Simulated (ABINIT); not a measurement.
# WS2 (R3m) in ABINIT: reference runs

How does WS2 come out in PBEsol? The cell is run as given.

All numbers are computed with ABINIT 10.8.3 (patched build); they aren't measurements. Logs are shortened: lines on timing, memory, paths and dates and some standing lists are left out, and cuts for length are marked. The log counts tension as positive stress, the text compression.

## 1. Starting point

The structure is trigonal, space group R3m (No. 160). The conventional cell has a = 3.158 Å, b = 3.158 Å, c = 18.490 Å, α = 90.00°, β = 90.00°, γ = 120.00°. Around W (site symmetry 3m) lie 6 S at 2.39 to 2.42 Å. Around S (site symmetry 3m) lie 3 W at 2.42 Å. Around S (site symmetry 3m) lie 3 W at 2.39 Å.

Measurements of this composition are mostly on another form, of space group No. 194.

## 2. Single point, PBEsol

File run.abi:

```
# Pseudopotentials
pp_dirpath "./"
pseudos "W.upf, S.upf"

# Structure
acell 3*1.0
rprim
     2.9838775508     1.7227425073    11.6470120147
    -2.9838775508     1.7227425073    11.6470120147
     0.0000000000    -3.4454850143    11.6470120147
ntypat 2
znucl 74 16
natom 3
typat 1 2 2
xred
     0.0000000000     0.0000000000     0.0000000000
     0.5810000000     0.5810000000     0.5810000000
     0.7503000000     0.7503000000     0.7503000000

# Plane-wave basis
ecut 37.0

# k points
kptopt 1
ngkpt 10 10 10
nshiftk 1
shiftk 0.0 0.0 0.0

# Exchange and correlation
ixc -116133

# Bands and occupations
nband 17
occopt 3
tsmear 0.05 eV

# SCF cycle
nstep 100
tolvrs 1.0e-10

# Output
iomode 3
prtwf 0
prtden 0
prteig 0
prtebands 0
enunit 1
```

Potentials or basis: PseudoDojo NC SR PBEsol v0.4.1 standard.

Started as:

```console
> abinit run.abi > log 2>&1
```

run.abo:

```text
.Version 10.8.3 of ABINIT
 Symmetries : space group R3 m (#160); Bravais hR (rhombohedral)
================================================================================
 Values of the parameters that define the memory need of the present run
     intxc =       0    ionmov =       0      iscf =       7    lmnmax =       8
     lnmax =       8     mgfft =      72  mpssoang =       4    mqgrid =    3001
     natom =       3  nloc_mem =       1    nspden =       1   nspinor =       1
    nsppol =       1      nsym =       6    n1xccc =    2501    ntypat =       2
    occopt =       3   xclevel =       2
       mpw =        3881          nfft =      373248          nkpt =         116
================================================================================
================================================================================

--------------------------------------------------------------------------------
------------- Echo of variables that govern the present computation ------------
--------------------------------------------------------------------------------
 -outvars: echo values of preprocessed input variables --------
            acell      1.0000000000E+00  1.0000000000E+00  1.0000000000E+00 Bohr
              amu      1.83850000E+02  3.20660000E+01
             ecut      3.70000000E+01 Hartree
           enunit           1
                       outvar_i_n : Printing only first  50 k-points.
              ixc     -116133
                       outvar_i_n : Printing only first  50 k-points.
         kptrlatt       10    0    0      0   10    0      0    0   10
          kptrlen      5.96775510E+01
            natom           3
            nband          17
            ngfft          72      72      72
             nkpt         116
            nstep         100
             nsym           6
           ntypat           2
                       prtocc : prtvol=0, do not print more k-points.
           occopt           3
           prtden           0
        prtebands           0
           prteig           0
            prtwf           0
            rprim      2.9838775508E+00  1.7227425073E+00  1.1647012015E+01
                      -2.9838775508E+00  1.7227425073E+00  1.1647012015E+01
                       0.0000000000E+00 -3.4454850143E+00  1.1647012015E+01
          spgroup         160
           tolvrs      1.00000000E-10
           tsmear      1.83746611E-03 Hartree
            typat      1  2  2
                       outvars : Printing only first  50 k-points.
           xangst      0.0000000000E+00  0.0000000000E+00  0.0000000000E+00
                      -2.0166039631E-18  9.2235842316E-11  1.0742689993E+01
                      -9.6773893113E-17  1.1911257354E-10  1.3873046990E+01
            xcart      0.0000000000E+00  0.0000000000E+00  0.0000000000E+00
                      -3.8108291946E-18  1.7430048097E-10  2.0300741942E+01
                      -1.8287615412E-16  2.2509014214E-10  2.6216259344E+01
             xred      0.0000000000E+00  0.0000000000E+00  0.0000000000E+00
                       5.8100000000E-01  5.8100000000E-01  5.8100000000E-01
                       7.5030000000E-01  7.5030000000E-01  7.5030000000E-01
            znucl       74.00000   16.00000

================================================================================

 chkinp: Checking input parameters for consistency.

================================================================================
== DATASET  1 ==================================================================

--- !DatasetInfo
iteration_state: {dtset: 1, }
dimensions: {natom: 3, nkpt: 116, mband: 17, nsppol: 1, nspinor: 1, nspden: 1, mpw: 3881, }
cutoff_energies: {ecut:  37.0, pawecutdg:  -1.0, }
electrons: {nelect:   2.60000000E+01, charge:   0.00000000E+00, occopt:   3.00000000E+00, tsmear:   1.83746611E-03, }
meta: {optdriver: 0, ionmov: 0, optcell: 0, iscf: 7, paral_kgb: 0, }
...

 Real(R)+Recip(G) space primitive vectors, cartesian coordinates (Bohr,Bohr^-1):
 R(1)=  2.9838776  1.7227425 11.6470120  G(1)=  0.1675672  0.0967450  0.0286196
 R(2)= -2.9838776  1.7227425 11.6470120  G(2)= -0.1675672  0.0967450  0.0286196
 R(3)=  0.0000000 -3.4454850 11.6470120  G(3)=  0.0000000 -0.1934899  0.0286196
 Unit cell volume ucvol=  3.5922549E+02 bohr^3
 Angles (23,13,12)=  2.84426739E+01  2.84426739E+01  2.84426739E+01 degrees

 getcut: wavevector=  0.0000  0.0000  0.0000  ngfft=  72  72  72
         ecut(hartree)=     37.000   => boxcut(ratio)=   2.16548

--- Pseudopotential description ------------------------------------------------
- pspini: atom type   1  psp file is ./W.upf
12 -116133 3 -1 1396                          pspcod,pspxc,lmax,lloc,mmax
     nproj     2     2     2     2

- pspini: atom type   2  psp file is ./S.upf
12 -116133 2 -1 1146                          pspcod,pspxc,lmax,lloc,mmax
     nproj     2     2     2     0

   7.52712581E+02                                ecore*ucvol(ha*bohr**3)
--------------------------------------------------------------------------------

================================================================================

--- !BeginCycle
iteration_state: {dtset: 1, }
solver: {iscf: 7, nstep: 100, nline: 4, wfoptalg: 0, }
tolerances: {tolvrs: 1.00E-10, }
...

     iter   Etot(hartree)      deltaE(h)  residm     vres2
 ETOT  1  -97.901859071312    -9.790E+01 1.349E-01 4.938E+02
 ETOT  2  -97.920408534141    -1.855E-02 5.466E-02 2.527E+03
 ETOT  3  -97.964454830866    -4.405E-02 8.652E-03 3.432E+00
 ETOT  4  -97.964507603224    -5.277E-05 8.302E-03 7.920E+00
 ETOT  5  -97.964576441412    -6.884E-05 3.317E-03 4.667E-02
 ETOT  6  -97.964576975820    -5.344E-07 2.531E-03 9.907E-03
 ETOT  7  -97.964577088050    -1.122E-07 2.768E-03 5.287E-04
 ETOT  8  -97.964577094660    -6.610E-09 3.720E-03 9.624E-06
 ETOT  9  -97.964577094767    -1.064E-10 1.443E-03 3.724E-07
 ETOT 10  -97.964577094780    -1.266E-11 3.362E-03 5.095E-09
 ETOT 11  -97.964577094774     5.272E-12 6.174E-04 2.385E-10
 ETOT 12  -97.964577094776    -1.791E-12 1.987E-03 3.794E-11

 At SCF step   12       vres2   =  3.79E-11 < tolvrs=  1.00E-10 =>converged.

 Cartesian components of stress tensor (hartree/bohr^3)
  sigma(1 1)=  3.32563539E-05  sigma(3 2)= -5.03657351E-14
  sigma(2 2)=  3.32563538E-05  sigma(3 1)=  0.00000000E+00
  sigma(3 3)= -1.44827830E-06  sigma(2 1)=  0.00000000E+00

--- !ResultsGS
iteration_state: {dtset: 1, }
comment   : Summary of ground state results
lattice_vectors:
- [  2.9838776,   1.7227425,  11.6470120, ]
- [ -2.9838776,   1.7227425,  11.6470120, ]
- [  0.0000000,  -3.4454850,  11.6470120, ]
lattice_lengths: [  12.14596,   12.14596,   12.14596, ]
lattice_angles: [ 28.443,  28.443,  28.443, ] # degrees, (23, 13, 12)
lattice_volume:   3.5922549E+02
convergence: {deltae: -1.791E-12, res2:  3.794E-11, residm:  1.987E-03, diffor: null, }
etotal    :  -9.79645771E+01
entropy   :   0.00000000E+00
fermie    :   3.64604022E-01
cartesian_stress_tensor: # hartree/bohr^3
- [  3.32563539E-05,   0.00000000E+00,   0.00000000E+00, ]
- [  0.00000000E+00,   3.32563538E-05,  -5.03657351E-14, ]
- [  0.00000000E+00,  -5.03657351E-14,  -1.44827830E-06, ]
pressure_GPa:  -6.3809E-01
xred      :
- [  0.0000E+00,   0.0000E+00,   0.0000E+00,  W]
- [  5.8100E-01,   5.8100E-01,   5.8100E-01,  S]
- [  7.5030E-01,   7.5030E-01,   7.5030E-01,  S]
cartesian_forces: # hartree/bohr
- [ -5.42803886E-19,   1.59658336E-20,  -1.16485273E-02, ]
- [  1.12848770E-19,   6.47552500E-19,   7.13305546E-03, ]
- [  4.29955116E-19,  -6.63518334E-19,   4.51547179E-03, ]
force_length_stats: {min:   4.51547179E-03, max:   1.16485273E-02, mean:   7.76568484E-03, }
...

 Integrated electronic density in atomic spheres:
 ------------------------------------------------
 Atom  Sphere_radius  Integrated_density
    1        2.00000         10.17479750
    2        2.00000          3.93866993
    3        2.00000          3.96487343
================================================================================

 ----iterations are completed or convergence reached----

 Mean square residual over all n,k,spin=   11.639E-07; max=  19.869E-04
 reduced coordinates (array xred) for    3 atoms
       0.000000000000      0.000000000000      0.000000000000
       0.581000000000      0.581000000000      0.581000000000
       0.750300000000      0.750300000000      0.750300000000
 rms dE/dt=  9.6738E-02; max dE/dt=  1.3567E-01; dE/dt below (all hartree)
    1       0.135670528250      0.135670528250      0.135670528250
    2      -0.083078791334     -0.083078791334     -0.083078791334
    3      -0.052591762830     -0.052591762830     -0.052591762830

 cartesian coordinates (angstrom) at end:
    1      0.00000000000000     0.00000000000000     0.00000000000000
    2     -0.00000000000000     0.00000000009224    10.74268999264117
    3     -0.00000000000000     0.00000000011911    13.87304699049685

 cartesian forces (hartree/bohr) at end:
    1     -0.00000000000000     0.00000000000000    -0.01164852725461
    2      0.00000000000000     0.00000000000000     0.00713305546445
    3      0.00000000000000    -0.00000000000000     0.00451547179016
 frms,max,avg= 4.7953467E-03 1.1648527E-02   0.000E+00  0.000E+00  7.417E-10 h/b

 cartesian forces (eV/Angstrom) at end:
    1     -0.00000000000000     0.00000000000000    -0.59899135489256
    2      0.00000000000000     0.00000000000000     0.36679645965403
    3      0.00000000000000    -0.00000000000000     0.23219489523853
 frms,max,avg= 2.4658664E-01 5.9899135E-01   0.000E+00  0.000E+00  3.814E-08 e/A
 length scales=  1.000000000000  1.000000000000  1.000000000000 bohr
              =  0.529177210544  0.529177210544  0.529177210544 angstroms
 Fermi (or HOMO) energy (eV) =   9.92138   Average Vxc (eV)= -11.33998
 Eigenvalues (   eV  ) for nkpt= 116  k points:
 kpt#   1, nband= 17, wtk=  0.00100, kpt=  0.0000  0.0000  0.0000 (reduced coord)
 -65.16819  -29.43373  -29.24606  -29.24606   -6.21351   -4.19801    1.75559    5.90668
   5.90668    7.16313    7.16313    7.89344    8.22746   11.63476   11.63476   11.99734
  11.99734
 prteigrs : prtvol=0 or 1, do not print more k-points.

--- !EnergyTerms
iteration_state     : {dtset: 1, }
comment             : Components of total free energy in Hartree
kinetic             :  2.81102601471656E+01
hartree             :  2.57509564997763E+01
xc                  : -2.28160440750037E+01
Ewald energy        : -5.99631140753819E+01
psp_core            :  2.09537633254901E+00
local_psp           : -8.68273391144698E+01
non_local_psp       :  1.56853272062172E+01
internal            : -9.79645770791472E+01
'-kT*entropy'       : -1.56287786901107E-08
total_energy        : -9.79645770947760E+01
total_energy_eV     : -2.66575194575013E+03
band_energy         : -9.06022587244347E+00
...

 Cartesian components of stress tensor (hartree/bohr^3)
  sigma(1 1)=  3.32563539E-05  sigma(3 2)= -5.03657351E-14
  sigma(2 2)=  3.32563538E-05  sigma(3 1)=  0.00000000E+00
  sigma(3 3)= -1.44827830E-06  sigma(2 1)=  0.00000000E+00

-Cartesian components of stress tensor (GPa)         [Pressure= -6.3809E-01 GPa]
- sigma(1 1)=  9.78435711E-01  sigma(3 2)= -1.48181109E-09
- sigma(2 2)=  9.78435708E-01  sigma(3 1)=  0.00000000E+00
- sigma(3 3)= -4.26098186E-02  sigma(2 1)=  0.00000000E+00

== END DATASET(S) ==============================================================
================================================================================

 -outvars: echo values of variables after computation  --------
            acell      1.0000000000E+00  1.0000000000E+00  1.0000000000E+00 Bohr
           etotal     -9.7964577095E+01
            fcart     -5.4280388611E-19  1.5965833594E-20 -1.1648527255E-02
                       1.1284877032E-19  6.4755250035E-19  7.1330554644E-03
                       4.2995511579E-19 -6.6351833394E-19  4.5154717902E-03
            rprim      2.9838775508E+00  1.7227425073E+00  1.1647012015E+01
                      -2.9838775508E+00  1.7227425073E+00  1.1647012015E+01
                       0.0000000000E+00 -3.4454850143E+00  1.1647012015E+01
           strten      3.3256353873E-05  3.3256353759E-05 -1.4482782969E-06
                      -5.0365735128E-14  0.0000000000E+00  0.0000000000E+00
           xangst      0.0000000000E+00  0.0000000000E+00  0.0000000000E+00
                      -2.0166039631E-18  9.2235842316E-11  1.0742689993E+01
                      -9.6773893113E-17  1.1911257354E-10  1.3873046990E+01
             xred      0.0000000000E+00  0.0000000000E+00  0.0000000000E+00
                       5.8100000000E-01  5.8100000000E-01  5.8100000000E-01
                       7.5030000000E-01  7.5030000000E-01  7.5030000000E-01
 Calculation completed.
```

It took 17 min on 1 thread of Arm Neoverse V1, shared host; peak memory 0.29 GiB.

What came out:

| Quantity | Value |
| --- | --- |
| Free energy | -2665.7519 eV |
| Pressure | -0.6 GPa |
| Largest force | 0.599 eV/Å |
| Band gap on the k mesh | 1.02 eV, indirect (least direct gap 2.23 eV) |
| Valence electrons inside the program's atomic spheres | W 10.17; S 3.94, 3.96 |

Forces on the atoms (eV/Å):
```
W    0.000  0.000 -0.599
S    0.000  0.000  0.367
S    0.000  0.000  0.232
```

Stress tensor (GPa, compression positive):
```
-0.98  0.00  0.00
 0.00 -0.98  0.00
 0.00  0.00  0.04
```

Levels at points of the mesh, in eV from the valence-band top:
| k point | band 11 | band 12 | band 13 | band 14 | band 15 | band 16 |
| --- | --- | --- | --- | --- | --- | --- |
| (0.00, 0.00, 0.00) | -2.30 | -1.57 | -1.23 | 2.17 | 2.17 | 2.54 |
| (0.50, 0.00, 0.00) | -2.57 | -1.81 | -1.74 | 2.29 | 2.57 | 3.56 |
| (0.50, 0.50, 0.00) | -3.18 | -2.01 | -1.56 | 2.24 | 2.69 | 3.17 |
| (0.50, 0.50, 0.50) | -2.27 | -2.27 | 0.00 | 2.29 | 2.29 | 2.38 |

Caveat: spin-orbit coupling is left out, which moves the levels of the heavy elements. A k mesh can miss the band edges.
